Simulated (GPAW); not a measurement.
**Ti in GPAW: convergence with density grid spacing (A)**

Crystal: Ti.

```
CELL_PARAMETERS angstrom
-1.64100 1.64100 1.64100
1.64100 -1.64100 1.64100
1.64100 1.64100 -1.64100
ATOMIC_POSITIONS crystal
Ti 0.00000 0.00000 0.00000
```

This isn't the form of Ti at room conditions, which is hcp.

| Item | Value |
| --- | --- |
| Program | GPAW 26.7.0 |
| Task | convergence study |
| Functional | PBE |
| Potentials or basis | GPAW PAW data sets (gpaw-data 1.2.1) |
| Cutoff | 600 eV |
| Basis | pw |
| Grid spacing | 0.24 Å |
| k mesh | 11 × 11 × 11 |
| Occupations | fermi-dirac, width 0.05 eV |
| Spin | no spin polarisation |

These are the settings of the first run; the series varies density grid spacing (A), with any setting tied to it.

Hardware: 1 thread of Arm Neoverse V2, with other jobs on the host.

**Question.** The values tried are 0.24, 0.2, 0.17, 0.15, 0.13, 0.11, 0.09, loosest first. From which on does the energy stay within 1 meV/atom of the tightest run that finished?

**Answer.** From 0.2 on.

```
density grid spacing (A)  energy less the tightest run, at zero smearing (meV/atom)  pressure (GPa)  SCF cycles  CPU time (s)  peak memory (GiB)
                    0.24                                                       4.32           -3.49           8           4.9               0.13
                     0.2                                                       0.37           -3.03           8             6               0.13
                    0.17                                                       0.16           -3.04           8           9.1               0.14
                    0.15                                                       0.09           -3.04           8           8.1               0.14
                    0.13                                                       0.04           -3.05           8            15               0.16
                    0.11                                                       0.02           -3.05           8            20               0.17
                    0.09                                                       0.00           -3.05           8            23               0.21
```

Against the tightest run, the pressure stays within 0.1 GPa from 0.2 on. The tightest run that finished is the yardstick and may itself not be fully converged.
